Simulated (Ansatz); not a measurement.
Method: DFT PBE, scalar-relativistic, plane waves, PAW in Ansatz. Settings: cutoff 420 eV, Γ-centred meshes spaced at most about 0.3 Å⁻¹, and about 0.25 Å⁻¹ or finer for metals (2π included), Gaussian smearing. No spin polarisation.

Each guess is relaxed in cell and atoms at zero pressure, on a coarse mesh first where it starts far from rest and then on a converged one. The steps can't lower the symmetry of the start, but it can rise. Energies are static (0 K, no zero-point motion).

This guess for PtSe₂ isn't its lowest structure:

```cif
data_structure
_symmetry_space_group_name_H-M 'P4/mmm'
_symmetry_Int_Tables_number 123
_cell_length_a 4.7470
_cell_length_b 4.7470
_cell_length_c 3.7790
_cell_angle_alpha 90.000
_cell_angle_beta 90.000
_cell_angle_gamma 90.000
_cell_volume 85.16
loop_
_atom_site_label
_atom_site_type_symbol
_atom_site_symmetry_multiplicity
_atom_site_Wyckoff_symbol
_atom_site_fract_x
_atom_site_fract_y
_atom_site_fract_z
_atom_site_occupancy
Pt1 Pt 1 c 0.50000 0.50000 0.00000 1
Se1 Se 2 g 0.00000 0.00000 0.26803 1
```

Task: What does it relax into?

Result: P4/mmm at 28.4 Å³/atom → P4/mmm at 20.8 Å³/atom. Conventional cell: a = 3.294 Å, c = 5.764 Å. Pt is surrounded by 8 Se at 2.78 Å and 4 Pt at 3.29 Å; Se has 1 Se at 2.73 Å, 4 Pt at 2.78 Å, 1 Se at 3.03 Å and 4 Se at 3.29 Å.

Space group P4/mmm (No. 123). a = 3.294 Å, b = 3.294 Å, c = 5.764 Å, α = 90.00°, β = 90.00°, γ = 90.00°
```tsv
atom	site	symmetry	x	y	z
Pt	1c	4/mmm	0.5000	0.5000	0.0000
Se	2g	4mm	0.0000	0.0000	0.2631
```

Task: How far does this end lie above the lowest form of PtSe₂ relaxed in the same way, and what is that form?

Result: It lies 0.69 eV/atom above the lowest of the 10 forms computed, a structure that the Crystallography Open Database (COD) lists, of the cadmium iodide type. Space group P-3m1 (No. 164), trigonal, a = 3.752 Å, c = 6.499 Å. Pt has 6 Se at 2.53 Å; Se has 3 Pt at 2.53 Å. That form has 26.4 Å³/atom and a gap of 0.88 eV on its mesh; the guess's end has none. Counting Se atoms around Pt (those within 1.25 times the shortest such distance or 1.15 times the sum of covalent radii, 1.27 where that leaves under three), the guess's end has Pt 8 and the lowest form has Pt 6.

No dispersion correction is applied, so the spacing and binding between layers, chains or molecules are poorly described (P-3m1), and this can change margins and order among such cells. These runs have no spin–orbit coupling, which can matter for Pt. Kohn–Sham gaps at this level usually fall short of measured ones. Some candidate types were left out of the draw beforehand, so a known form may be missing.

The guess collapses into a dense metal but keeps its unfavourable square-prismatic coordination, ending 0.69 eV/atom above the layered form. The main reason is probably the ligand field: octahedral Pt(IV) is low-spin d⁶, with filled t₂g and empty, strongly antibonding e_g levels, whereas a nearly cubic field of eight Se offers no such closed subshell. The extra neighbours don't compensate, since Pt–Se lengthens from 2.53 to 2.78 Å. The Se–Se contact of 2.73 Å is too long for a normal single bond, so it suggests weak interaction between slabs rather than well-formed diselenide pairs.

The 0.88 eV gap of the layered form conflicts with the known semimetallic character of bulk PtSe₂. Its c axis is also much longer than measured, probably because the missing dispersion attraction leaves the layers too far apart. This weakens the interlayer Se p overlap that closes the gap in the real crystal, so the value reflects nearly decoupled layers rather than the bulk. Whether the dense metal is a true local minimum or would distort once its symmetry is broken remains open.
